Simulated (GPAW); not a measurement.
# BN (Qingsongite): dielectric function

Aim: the dielectric function of BN (Qingsongite), with and without local fields.

Program: GPAW 26.7.0. Level of theory: PBE and many-body steps on it, plane waves. Results are calculated unless marked as measured.

Report form: the programs' logs are mostly left out.

### Step 1. The structure

The structure is cubic, space group F-43m (No. 216). The conventional cell has a = 3.615 Å, b = 3.615 Å, c = 3.615 Å, α = 90.00°, β = 90.00°, γ = 90.00°. Nearest to B lie 4 N at 1.57 Å. Nearest to N lie 4 B at 1.57 Å. Farther neighbours and most contacts between anions are not listed.

As a file:

```xyz
2
Lattice="0.0000 1.8075 1.8075 1.8075 0.0000 1.8075 1.8075 1.8075 0.0000" Properties=species:S:1:pos:R:3 pbc="T T T"
B     0.0000    0.0000    0.0000
N     0.9037    0.9038    0.9037
```

The cell and positions come from the Crystallography Open Database and are kept as given unless a step says otherwise.

### Step 2. Empty states on the mesh, 14×14×14 mesh, 18 bands

This step: GPAW 26.7.0; DFT, PBE, plane waves, PAW.

The sums over transitions need many empty states on a uniform mesh; this step solves for them.

Input file run.py:

```python
import json
import numpy as np
from gpaw.mpi import world
from gpaw import GPAW

calc = GPAW('gs.gpw').fixed_density(kpts={'size': (14, 14, 14), 'gamma': True},
    nbands=24,
    convergence={'bands': 18},
    txt='nscf.txt')
calc.write('full.gpw', mode='all')
res = {}
kpts = calc.get_ibz_k_points()
res['kpts'] = kpts
res['eigenvalues'] = [calc.get_eigenvalues(kpt=k) for k in range(len(kpts))]
res['n_electrons'] = calc.get_number_of_electrons()

if world.rank == 0:
    with open('result.json', 'w') as f:
        json.dump(res, f, default=lambda x: x.tolist())
```

Command:

```sh
mpirun -n 8 gpaw python run.py
```

The job ended after 38 s (8 MPI ranks of Intel Xeon at 2.50GHz (Skylake/Cascade Lake), shared host; peak memory 1.2 GiB; 2.6 min of CPU time).

This step gave:

```
gap                                                           : 4.457 eV
k of the valence top                                          : 0, 0, 0
k of the conduction bottom                                    : 0.5, 0.5, 0
least direct gap                                              : 8.828 eV
k points computed                                             : 104
lowest point of the top converged band, above the valence top : 44.61 eV
```

On this mesh the gap is 4.457 eV.

### Step 3. RPA response

The response function is computed on a frequency grid, with local fields up to the given cutoff.

This step: linear response, RPA, on PBE, plane waves, PAW.

Input file run.py:

```python
import json
import numpy as np
from gpaw.mpi import world
from gpaw.response.df import DielectricFunction

df = DielectricFunction('full.gpw',
    ecut=50,
    nbands=18,
    eta=0.2,
    frequencies={'type': 'nonlinear', 'domega0': 0.05, 'omega2': 10.0},
    intraband=False,
    txt='df.txt')
res = {'optical': {}, 'eels': []}
for d in 'x':
    y0, y = df.get_dielectric_function(direction=d, xc='RPA', filename=None)
    res['optical'][d] = [y0.real, y0.imag, y.real, y.imag]
res['w'] = df.get_frequencies()
for q_c in [[0.0714285714, 0, 0], [0.2142857143, 0, 0], [0.5, 0, 0], [0.7857142857, 0, 0], [1.2142857143, 0, 0]]:
    res['eels'].append(df.get_eels_spectrum(q_c=q_c, xc='RPA', filename=None))

if world.rank == 0:
    with open('result.json', 'w') as f:
        json.dump(res, f, default=lambda x: x.tolist())
```

Command:

```sh
mpirun -n 8 gpaw python run.py
```

It took 44 s on 8 MPI ranks; peak memory 1.7 GiB.

This step gave:

```
ε at zero frequency           : 4.509
the same without local fields : 4.699
```

The static value is 4.51.

RPA, broadening 0.2 eV. Table of ε₂ by photon energy; read off at these points:

```csv
photon energy (eV),"xx, no local fields","xx, local fields"
0.0,0,0
1.0,0.00971,0.00902
2.0,0.0203,0.0189
3.0,0.0330,0.0306
4.0,0.0497,0.0459
5.0,0.0735,0.0679
6.0,0.112,0.103
7.0,0.185,0.169
8.0,0.378,0.343
9.0,2.26,2.00
10.0,7.15,6.39
11.0,10.2,9.26
11.8,14.5,13.1
12.0,14.3,13.2
13.0,9.40,8.99
14.0,5.07,4.88
14.8,6.91,6.55
15.0,6.72,6.53
16.0,3.20,3.31
17.0,2.78,2.90
18.0,2.35,2.45
19.0,1.26,1.30
20.0,1.00,1.03
21.0,1.26,1.29
22.0,1.04,1.04
23.0,1.19,1.23
24.0,0.816,0.850
25.0,0.809,0.854
26.0,0.588,0.630
27.0,0.562,0.568
28.0,0.584,0.600
29.0,0.509,0.520
30.0,0.561,0.563
31.0,0.517,0.528
32.0,0.449,0.442
33.0,0.497,0.485
34.0,0.433,0.449
35.0,0.415,0.436
36.0,0.295,0.310
37.0,0.195,0.197
38.0,0.153,0.152
39.0,0.139,0.137
```

The loss function, xx has structure finer than the step of the table below, so its rows give means over 1 eV, whole bins alone (the curve runs from 0 to 39.8 eV). Peaks (eV: height): 28.6: 1.97, 32.2: 2.03, 36.2: 2.60.

Optical limit, local fields. The loss function, xx by energy loss; means over each step:

```csv
energy loss (eV),"loss function, xx"
1,4.4e-4
2,8.9e-4
3,0.00138
4,0.00191
5,0.00252
6,0.00328
7,0.00434
8,0.00644
9,0.0194
10,0.0455
11,0.0616
12,0.0718
13,0.107
14,0.175
15,0.146
16,0.184
17,0.241
18,0.262
19,0.325
20,0.567
21,0.613
22,0.792
23,0.749
24,0.923
25,1.06
26,1.41
27,1.73
28,1.73
29,1.80
30,1.71
31,1.73
32,1.93
33,1.62
34,1.70
35,1.98
36,2.47
37,1.99
38,1.22
39,0.789
```

The -Im 1/eps(q) has structure finer than the step of the table below, so its rows give means over 2.5 eV, whole bins alone (the curve runs from 0 to 39.8 eV). Peaks (eV: height): q = 0.215 1/A 36.00: 2.70; q = 0.645 1/A 26.20: 1.37, 36.20: 2.44; q = 1.505 1/A 24.20: 0.773, 35.40: 1.49; q = 2.365 1/A 31.20: 0.618, 36.20: 0.661; q = 3.656 1/A 34.00: 0.368.

RPA, local fields; q along the first reciprocal vector. Table of -Im 1/eps(q) by energy loss; means over each step:

```
energy loss (eV)  q = 0.215 1/A  q = 0.645 1/A  q = 1.505 1/A  q = 2.365 1/A  q = 3.656 1/A
             2.5        0.00112         9.8e-4         6.7e-4         4.5e-4         3.8e-4
             5.0        0.00251        0.00221        0.00156        0.00103         9.3e-4
             7.5        0.00609        0.00717        0.00620        0.00339        0.00489
            10.0         0.0407         0.0290         0.0153         0.0141         0.0260
            12.5         0.0909         0.0636         0.0451         0.0501         0.0707
            15.0          0.168          0.126         0.0796          0.107          0.109
            17.5          0.240          0.208          0.167          0.148          0.114
            20.0          0.501          0.423          0.223          0.162          0.119
            22.5          0.770          0.719          0.460          0.189          0.132
            25.0           1.10           1.07          0.678          0.294          0.149
            27.5           1.65           1.16          0.586          0.355          0.191
            30.0           1.69           1.34          0.802          0.552          0.265
            32.5           1.77           1.79           1.05          0.512          0.346
            35.0           2.06           2.18           1.37          0.559          0.334
            37.5           1.60           1.60           1.23          0.540          0.266
```

### Step 4. ALDA response

This step: linear response, ALDA, on PBE, plane waves, PAW.

Edit run.py of step 3 so:

```diff
@@ -14,7 +14,7 @@
 for d in 'x':
-    y0, y = df.get_dielectric_function(direction=d, xc='RPA', filename=None)
+    y0, y = df.get_dielectric_function(direction=d, xc='ALDA', filename=None)
     res['optical'][d] = [y0.real, y0.imag, y.real, y.imag]
 res['w'] = df.get_frequencies()
-for q_c in [[0.0714285714, 0, 0], [0.2142857143, 0, 0], [0.5, 0, 0], [0.7857142857, 0, 0], [1.2142857143, 0, 0]]:
-    res['eels'].append(df.get_eels_spectrum(q_c=q_c, xc='RPA', filename=None))
+for q_c in [[0.5, 0, 0]]:
+    res['eels'].append(df.get_eels_spectrum(q_c=q_c, xc='ALDA', filename=None))
```

Command:

```sh
mpirun -n 8 gpaw python run.py
```

Elapsed: 27 s, on 8 MPI ranks; peak memory 1.7 GiB; 1.8 min of CPU time.

This step gave:

```yaml
eps_at_zero_frequency: 4.566
the_same_without_local_fields: 4.699
```

The static value is 4.57.

### Step 5. RPA response, fewer bands (14×14×14 mesh, 9 bands, screening to 50 eV, broadening 0.2 eV)

This step: linear response, RPA, on PBE, plane waves, PAW.

Edit run.py of step 4 so:

```diff
@@ -7,3 +7,3 @@
     ecut=50,
-    nbands=18,
+    nbands=9,
     eta=0.2,
@@ -14,7 +14,7 @@
 for d in 'x':
-    y0, y = df.get_dielectric_function(direction=d, xc='ALDA', filename=None)
+    y0, y = df.get_dielectric_function(direction=d, xc='RPA', filename=None)
     res['optical'][d] = [y0.real, y0.imag, y.real, y.imag]
 res['w'] = df.get_frequencies()
-for q_c in [[0.5, 0, 0]]:
-    res['eels'].append(df.get_eels_spectrum(q_c=q_c, xc='ALDA', filename=None))
+for q_c in []:
+    res['eels'].append(df.get_eels_spectrum(q_c=q_c, xc='RPA', filename=None))
```

Command:

```sh
mpirun -n 8 gpaw python run.py
```

Run time: 20 s. Hardware: 8 MPI ranks; peak memory 1.7 GiB.

Numbers from this step:

```
ε at zero frequency           : 4.435
the same without local fields : 4.571
```

### Step 6. RPA response, scissors (14×14×14 mesh, 18 bands, screening to 50 eV, broadening 0.2 eV)

Edit run.py of step 5 so:

```diff
@@ -7,3 +7,3 @@
     ecut=50,
-    nbands=9,
+    nbands=18,
     eta=0.2,
@@ -11,2 +11,3 @@
     intraband=False,
+    eshift=0.5,
     txt='df.txt')
```

Command:

```sh
mpirun -n 8 gpaw python run.py
```

Wall time 22 s (8 MPI ranks); peak memory 1.7 GiB.

This step gave:

```yaml
eps_at_zero_frequency: 4.381
the_same_without_local_fields: 4.561
```

The static value is 4.38.

### Step 7. RPA response, more bands than the file holds (14×14×14 mesh, 54 bands, screening to 30 eV, broadening 0.2 eV)

Edit run.py of step 6 so:

```diff
@@ -6,4 +6,4 @@
 df = DielectricFunction('full.gpw',
-    ecut=50,
-    nbands=18,
+    ecut=30,
+    nbands=54,
     eta=0.2,
@@ -11,3 +11,2 @@
     intraband=False,
-    eshift=0.5,
     txt='df.txt')
```

Command:

```sh
mpirun -n 8 gpaw python run.py
```

It took 20 s on 8 MPI ranks; peak memory 1.1 GiB.

The run stopped with an error after 20 s.

The fault put into this input: more bands than the file holds.

### Step 8. The runs together

Times are wall times on 8 MPI ranks of Intel Xeon at 2.50GHz (Skylake/Cascade Lake), shared host, good to a factor of about two.

| run | ε(0) | without local fields | time |
| --- | --- | --- | --- |
| RPA response | 4.51 | 4.70 | 44 s |
| ALDA response | 4.57 | 4.70 | 27 s |
| RPA response, fewer bands (14×14×14 mesh, 9 bands, screening to 50 eV, broadening 0.2 eV) | 4.43 | 4.57 | 20 s |
| RPA response, scissors (14×14×14 mesh, 18 bands, screening to 50 eV, broadening 0.2 eV) | 4.38 | 4.56 | 22 s |

### Step 9. What came out

```json
{
  "RPA response": "ε(0) 4.51",
  "ALDA response": "ε(0) 4.57",
  "RPA response, fewer bands (14×14×14 mesh, 9 bands, screening to 50 eV, broadening 0.2 eV)": "ε(0) 4.43",
  "RPA response, scissors (14×14×14 mesh, 18 bands, screening to 50 eV, broadening 0.2 eV)": "ε(0) 4.38"
}
```

In words: In the optical limit the electronic ε(0) is 4.51, against 4.70 without local fields. ALDA response: ε(0) = 4.57. RPA response, fewer bands (14×14×14 mesh, 9 bands, screening to 50 eV, broadening 0.2 eV): ε(0) = 4.43. RPA response, scissors (14×14×14 mesh, 18 bands, screening to 50 eV, broadening 0.2 eV): ε(0) = 4.38. ε(0) converges slowly with a Γ-centred mesh, and this one is not shown settled. Unless a shift is named, the levels are those of the density functional, and only a kernel with a long-range part can bind an exciton.

[Paths, hosts, dates, memory and timing lines, banners, echoed tables and standing remarks are left out of the program output.]

[Logs are printed without paths, hosts, clocks, repeated set-up lines and the standing remarks that a program may print on its own settings, such as how far it seeks lower states.]

[Runs of the session that timed out or met a known fault of the program may be left out.]

[Hosts, paths, dates, database ids (printed as entryN), source tags and the programs' standing remarks are cut or masked in the printed files.]
